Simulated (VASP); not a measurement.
# BN (Qingsongite) (F-43m) in VASP: further runs, part 2 of 2

VASP 6.6.1. Earlier steps stand in the parts before.

## Step 4: Relaxation of the atoms, PBE (a relaxed cell with its volume scaled by 1.06)

Contents of INCAR:

```
PREC = Accurate
ENCUT = 300
EDIFF = 1E-7
ISMEAR = 0
SIGMA = 0.03
LREAL = False
LASPH = True
NELM = 80
ALGO = Normal
ISIF = 2
LWAVE = False
LCHARG = False
GGA = PE
IBRION = 2
NSW = 40
EDIFFG = -0.01
```

Contents of KPOINTS:

```
Automatic mesh
0
Gamma
  7 7 7
```

Contents of POSCAR:

```
BN                                      
1.0
    0.0000000000      1.8476381622      1.8476381622
    1.8476381622      0.0000000000      1.8476381622
    1.8476381622      1.8476381622      0.0000000000
  B               N             
     1     1
Direct
     0.0000000000000000    0.0000000000000000    0.0000000000000000
     0.2500000000000000    0.2500000000000000    0.2500000000000000
```

Potentials or basis: VASP PAW PBE potentials, release 64 (B_s, N_s).

Command:

```console
$ cat potpaw_PBE.64/B_s/POTCAR potpaw_PBE.64/N_s/POTCAR > POTCAR
$ mpirun -np 1 vasp_std > vasp.out
```

OUTCAR:

```text
PREC = Accurate
   ENCUT = 300
   EDIFF = 1E-7
   ISMEAR = 0
   LREAL = False
   LASPH = True
   NELM = 80
   ISIF = 2
   GGA = PE
   IBRION = 2
   NSW = 40
   EDIFFG = -0.01

 ion  position               nearest neighbor table
   1  0.000  0.000  0.000-   2 1.60   2 1.60   2 1.60   2 1.60
   2  0.250  0.250  0.250-   1 1.60   1 1.60   1 1.60   1 1.60

  LATTYP: Found a face centered cubic cell.
 ALAT       =     3.6952763244

  Lattice vectors:

 A1 = (   0.0000000000,   1.8476381622,   1.8476381622)
 A2 = (   1.8476381622,   0.0000000000,   1.8476381622)
 A3 = (   1.8476381622,   1.8476381622,   0.0000000000)

Analysis of symmetry for initial positions (statically):
=====================================================================
 Subroutine PRICEL returns:
 Original cell was already a primitive cell.

 Routine SETGRP: Setting up the symmetry group for a
 face centered cubic supercell.

 Subroutine GETGRP returns: Found 24 space group operations
 (whereof 24 operations were pure point group operations)
 out of a pool of 48 trial point group operations.

The static configuration has the point symmetry T_d .

Analysis of symmetry for dynamics (positions and initial velocities):
=====================================================================
 Subroutine PRICEL returns:
 Original cell was already a primitive cell.

 Routine SETGRP: Setting up the symmetry group for a
 face centered cubic supercell.

 Subroutine GETGRP returns: Found 24 space group operations
 (whereof 24 operations were pure point group operations)
 out of a pool of 48 trial point group operations.

The dynamic configuration has the point symmetry T_d .

 Subroutine INISYM returns: Found 24 space group operations
 (whereof 24 operations are pure point group operations),
 and found     1 'primitive' translations

----------------------------------------------------------------------------------------

                                     Primitive cell

  volume of cell :      12.6148

  direct lattice vectors                    reciprocal lattice vectors
     0.000000000  1.847638162  1.847638162    -0.270615757  0.270615757  0.270615757
     1.847638162  0.000000000  1.847638162     0.270615757 -0.270615757  0.270615757
     1.847638162  1.847638162  0.000000000     0.270615757  0.270615757 -0.270615757

  length of vectors
     2.612954947  2.612954947  2.612954947     0.468720241  0.468720241  0.468720241

  position of ions in fractional coordinates (direct lattice)
     0.000000000  0.000000000  0.000000000
     0.250000000  0.250000000  0.250000000

  ion indices of the primitive-cell ions
   primitive index   ion index
                 1           1
                 2           2

----------------------------------------------------------------------------------------

 KPOINTS: Automatic mesh

Automatic generation of k-mesh.
 Grid dimensions read from file:
 generate k-points for:    7    7    7

 Generating k-lattice:

  Cartesian coordinates                     Fractional coordinates (reciprocal lattice)
    -0.038659394  0.038659394  0.038659394     0.142857143  0.000000000  0.000000000
     0.038659394 -0.038659394  0.038659394     0.000000000  0.142857143  0.000000000
     0.038659394  0.038659394 -0.038659394     0.000000000  0.000000000  0.142857143

  Length of vectors
     0.066960034  0.066960034  0.066960034

  Shift w.r.t. Gamma in fractional coordinates (k-lattice)
     0.000000000  0.000000000  0.000000000

 Subroutine IBZKPT returns following result:
 ===========================================

 Found     20 irreducible k-points:

 Following reciprocal coordinates:
            Coordinates               Weight
  0.000000  0.000000  0.000000      1.000000
  0.142857  0.000000  0.000000      8.000000
  0.285714  0.000000  0.000000      8.000000
  0.428571  0.000000  0.000000      8.000000
  0.142857  0.142857  0.000000      6.000000
  0.285714  0.142857  0.000000     24.000000
[... 12 lines left out ...]
 -0.428571  0.428571  0.142857     24.000000
 -0.285714  0.428571  0.142857     24.000000
   k-points           NKPTS =     20   k-points in BZ     NKDIM =     20   number of bands    NBANDS=      8
   number of dos      NEDOS =    301   number of ions     NIONS =      2
   total plane-waves  NPLWV =   4096
   dimension x,y,z NGX =    16 NGY =   16 NGZ =   16
   dimension x,y,z NGXF=    32 NGYF=   32 NGZF=   32
   ions per type =               1   1
   NGX,Y,Z   is equivalent  to a cutoff of  10.18, 10.18, 10.18 a.u.
   NGXF,Y,Z  is equivalent  to a cutoff of  20.36, 20.36, 20.36 a.u.
 SYSTEM =  unknown system
   PREC   = accura    normal or accurate (medium, high low for compatibility)
   ISTART =      0    job   : 0-new  1-cont  2-samecut
   ICHARG =      2    charge: 1-file 2-atom 10-const
   ISPIN  =      1    spin polarized calculation?
   LNONCOLLINEAR =      F non collinear calculations
   LSORBIT =      F    spin-orbit coupling
   LASPH  =      T    aspherical Exc in radial PAW
   ENCUT  =  300.0 eV  22.05 Ry    4.70 a.u.   3.69  3.69  3.69*2*pi/ulx,y,z
   NELM   =     80;   NELMIN=  2; NELMDL= -5     # of ELM steps
   EDIFF  = 0.1E-06   stopping-criterion for ELM
   LREAL  =      F    real-space projection
   EDIFFG = -.1E-01   stopping-criterion for IOM
   NSW    =     40    number of steps for IOM
   IBRION =      2    ionic relax: 0-MD 1-quasi-New 2-CG
   NFREE  =      1    steps in history (QN), initial steepest desc. (CG)
   ISIF   =      2    stress and relaxation
   ISYM   =      2    0-nonsym 1-usesym 2-fastsym
   POTIM  = 0.5000    time-step for ionic-motion
   TEBEG  =    0.0;   TEEND  =   0.0 temperature during run
   PSTRESS=    0.0 pullay stress
   NELECT =       8.0000    total number of electrons
   NUPDOWN=      -1.0000    fix difference up-down
   EMIN   =  10.00;   EMAX   =-10.00  energy-range for DOS
   EFERMI =   0.00;   METHOD = LEGACY
   ISMEAR =     0;   SIGMA  =   0.03  broadening in eV -4-tet -1-fermi 0-gaus
   EFERMI_NEDOS =   21; number of points for ismear=-14 and -15
   IALGO  =     38    algorithm
   IMIX   =      4    mixing-type and parameters
     AMIX     =   0.40;   BMIX     =  1.00
     AMIX_MAG =   1.60;   BMIX_MAG =  1.00
  volume/ion in A,a.u.               =       6.31        42.56
  Fermi-wavevector in a.u.,A,eV,Ry     =   1.406516  2.657929 26.916219  1.978286
  Thomas-Fermi vector in A             =   2.528868
   LORBIT       =      0    0 simple, 1 ext, 2 COOP (PROOUT), +10 PAW based schemes
   GGA     = PE    functional components
   LHFCALC =     F    Hartree Fock is set to
   AEXX    =    0.0000 exact exchange contribution
   IVDW    =     0    specifies the selected vdW correction
   LEPSILON=     F    determine dielectric tensor
   LRPA    =     F    only Hartree local field effects (RPA)
 conjugate gradient relaxation of ions
 non-spin polarized calculation
 Gauss-broadening in eV      SIGMA  =   0.03
  energy-cutoff  :      300.00
  volume of cell :       12.61
 maximum number of plane-waves:       169
   NGX =  7   NGY =  7   NGZ =  7

 number of electron       7.9999998 magnetization

 Free energy of the ion-electron system (eV)
  ---------------------------------------------------
  ext. energy  EPLUGINS =         0.00000000
  ---------------------------------------------------
  free energy    TOTEN  =       -17.37498190 eV

  energy without entropy =      -17.37498190  energy(sigma->0) =      -17.37498190

 E-fermi :   8.5702     XC(G=0): -12.4309

 val. band max:        8.3626196593   @ k =   0.0000   0.0000   0.0000
 cond. band min:      12.9990619926   @ k =   0.4286   0.4286   0.0000
 fundamental gap:      4.6364423333
 Fermi energy:         8.5701501649

 k-point     1 :       0.0000    0.0000    0.0000
  band No.  band energies     occupation
      1     -11.1475      2.00000
      2       8.3626      2.00000
      3       8.3626      2.00000
      4       8.3626      2.00000
      5      16.8766      0.00000
      6      16.8766      0.00000
      7      16.8766      0.00000
      8      17.6606      0.00000
[... 199 lines left out ...]
 k-point    20 :      -0.2857    0.4286    0.1429
  band No.  band energies     occupation
      1      -5.8458      2.00000
      2       0.7736      2.00000
      3       1.3761      2.00000
      4       3.5995      2.00000
      5      16.9504      0.00000
      6      20.8672      0.00000
      7      22.0860      0.00000
      8      23.5583      0.00000

------------------------ aborting loop because EDIFF is reached ----------------------------------------

  FORCE on cell =-STRESS in cart. coord.  units (eV):
  Direction    XX          YY          ZZ          XY          YZ          ZX
  --------------------------------------------------------------------------------------
  -------------------------------------------------------------------------------------
  Total       -1.5453385     -1.5453385     -1.5453385      0.0000000      0.0000000     -0.0000000
  in kB     -196.2697779   -196.2697779   -196.2697779      0.0000000      0.0000000     -0.0000000
  external PRESSURE =    -196.2697779 kB  Pullay stress =       0.0000000 kB

 VOLUME and BASIS-vectors are now :
 -----------------------------------------------------------------------------
  energy-cutoff  :      300.00
  volume of cell :       12.61
      direct lattice vectors                 reciprocal lattice vectors
     0.000000000  1.847638162  1.847638162    -0.270615757  0.270615757  0.270615757
     1.847638162  0.000000000  1.847638162     0.270615757 -0.270615757  0.270615757
     1.847638162  1.847638162  0.000000000     0.270615757  0.270615757 -0.270615757

 POSITION                                       TOTAL-FORCE (eV/Angst)
 -----------------------------------------------------------------------------------
      0.00000      0.00000      0.00000         0.000000      0.000000      0.000000
      0.92382      0.92382      0.92382        -0.000000     -0.000000     -0.000000
 -----------------------------------------------------------------------------------
    total drift:                                0.000000      0.000000      0.000000

  FREE ENERGIE OF THE ION-ELECTRON SYSTEM (eV)
  ---------------------------------------------------
  free  energy   TOTEN  =       -17.3749818991 eV

  energy  without entropy=      -17.3749818991  energy(sigma->0) =      -17.37498190

 reached required accuracy - stopping structural energy minimisation
```

Wall time 2.3 s (1 thread of AMD EPYC 7R13 (Zen 3), shared host); peak memory 0.07 GiB.

Results:

- Free energy: -17.3750 eV
- Band gap on the k mesh: 4.64 eV, indirect (least direct gap 8.51 eV)

Final structure:
```cif
data_structure
_symmetry_space_group_name_H-M 'P 1'
_symmetry_Int_Tables_number 1
_cell_length_a 2.6130
_cell_length_b 2.6130
_cell_length_c 2.6130
_cell_angle_alpha 60.000
_cell_angle_beta 60.000
_cell_angle_gamma 60.000
_cell_volume 12.61
loop_
_atom_site_label
_atom_site_type_symbol
_atom_site_fract_x
_atom_site_fract_y
_atom_site_fract_z
_atom_site_occupancy
B1 B 0.00000 0.00000 0.00000 1
N1 N 0.25000 0.25000 0.25000 1
```

Levels at points of the mesh, in eV from the valence-band top:
```tsv
k point	band 2	band 3	band 4	band 5	band 6	band 7
(0.00, 0.00, 0.00)	0.00	0.00	0.00	8.51	8.51	8.51
```

Caveat: the k mesh is coarse (spacing up to 0.42 Å⁻¹), so the values aren't converged; the cutoff is under 1.25 times the usual one of these potentials, so pressure, stress and relaxed cells hold a basis-set (Pulay) error; the relaxation stopped at its first step, so nothing moved; an odd mesh through Γ misses points on the zone boundary, where band edges often lie.

## Step 5: Relaxation of cell and atoms, r2SCAN

Contents of INCAR:

```
SYSTEM = BN
ALGO     = Normal         ! electronic algorithm
EDIFF    = 1E-6           ! SCF threshold, eV
EDIFFG   = -0.01          ! ionic threshold
ENCUT    = 600            ! plane-wave cutoff, eV
IBRION   = 2              ! ionic algorithm
ISIF     = 3              ! what is computed and relaxed
ISMEAR   = 0              ! smearing method
LASPH    = .TRUE.         ! aspherical terms in the spheres
LCHARG   = .FALSE.        ! write CHGCAR
LMIXTAU  = .TRUE.       
LREAL    = .FALSE.        ! projectors in reciprocal space
LWAVE    = .FALSE.        ! write WAVECAR
METAGGA  = R2SCAN         ! meta-GGA
NELM     = 80             ! most SCF steps
NSW      = 90             ! ionic steps
PREC     = Accurate       ! precision mode
SIGMA    = 0.03           ! smearing width, eV
```

Contents of KPOINTS:

```
k-points
0
G
  14 14 14
  0 0 0
```

Contents of POSCAR:

```
BN
1.0
    0.0000000000      1.8075000000      1.8075000000
    1.8075000000      0.0000000000      1.8075000000
    1.8075000000      1.8075000000      0.0000000000
B N
1 1
Direct
    0.0000000000      0.0000000000      0.0000000000
    0.2500000000      0.2500000000      0.2500000000
```

Potentials or basis: VASP PAW PBE potentials, release 64 (B, N).

Command:

```console
$ cat potpaw_PBE.64/B/POTCAR potpaw_PBE.64/N/POTCAR > POTCAR
$ mpirun -np 1 vasp_std > vasp.out
```

It took 78 s on 1 thread of AMD EPYC 9R14 (Zen 4), shared host; peak memory 0.1 GiB.

The run converged. Its results:

* Free energy: -19.1747 eV
* Relaxed volume: 5.90 Å³/atom
* Relaxed cell: a = 2.555 Å, b = 2.555 Å, c = 2.555 Å, α = 60.00°, β = 60.00°, γ = 60.00°
* Space group after relaxing (to 0.05 Å): F-43m (No. 216)
* Energy gained by relaxing: 0.0 meV/atom
* Ionic steps: 3
* Pressure after relaxing: 0.0 GPa
* Band gap on the k mesh: 4.98 eV, indirect (least direct gap 9.53 eV)

Final structure:
```xyz
2
Lattice="0.0000 1.8066 1.8066 1.8066 0.0000 1.8066 1.8066 1.8066 0.0000" Properties=species:S:1:pos:R:3 pbc="T T T"
B     0.0000    0.0000    0.0000
N     0.9033    0.9033    0.9033
```

Levels at points of the mesh, in eV from the valence-band top:
| k point | band 1 | band 2 | band 3 | band 4 | band 5 | band 6 | band 7 | band 8 |
| --- | --- | --- | --- | --- | --- | --- | --- | --- |
| (0.00, 0.00, 0.00) | -21.31 | 0.00 | 0.00 | 0.00 | 9.53 | 9.53 | 9.53 | 11.09 |
| (0.50, 0.00, 0.00) | -17.01 | -11.10 | -2.02 | -2.02 | 10.81 | 11.48 | 11.48 | 16.42 |
| (0.50, 0.50, 0.00) | -15.58 | -9.33 | -5.10 | -5.10 | 4.98 | 9.82 | 19.28 | 19.28 |

Caveat: the PAW data sets were made with another functional, which shifts forces and pressure a little. r2SCAN opens gaps a little over a GGA but as a rule still falls short of measured ones.

## Step 6: Overview

| task | level | potentials or basis | cell | k mesh | cutoff (eV) | mesh quality | gap on the mesh (eV) |
| --- | --- | --- | --- | --- | --- | --- | --- |
| relaxation of the atoms | PBE | VASP PAW PBE potentials, release 64 (B_s, N_s) | atoms relaxed from: a relaxed cell with its volume scaled by 1.02 | 7 × 7 × 7 | 300 | coarse | 4.69 |
| relaxation of the atoms | PBE | VASP PAW PBE potentials, release 64 (B_s, N_s) | atoms relaxed from: a relaxed cell with its volume scaled by 1.04 | 7 × 7 × 7 | 300 | coarse | 4.66 |
| relaxation of the atoms | PBE | VASP PAW PBE potentials, release 64 (B_s, N_s) | atoms relaxed from: a relaxed cell with its volume scaled by 1.06 | 7 × 7 × 7 | 300 | coarse | 4.64 |
| relaxation of cell and atoms | r2SCAN | VASP PAW PBE potentials, release 64 (B, N) | relaxed | 14 × 14 × 14 | 600 | not flagged | 4.98 |

Alike in all rows: no spin polarisation; smearing gaussian 0.03 eV.

Caveats: some runs use coarse meshes; the cutoff is under 1.25 times the usual one of these potentials, so pressure, stress and relaxed cells hold a basis-set (Pulay) error (some runs); the relaxation stopped at its first step, so nothing moved (some runs); an odd mesh through Γ misses points on the zone boundary, where band edges often lie (some runs); the PAW data sets were made with another functional, which shifts forces and pressure a little (some runs).

Total energies depend on the potentials used, so only differences within one code and one set of settings carry meaning.
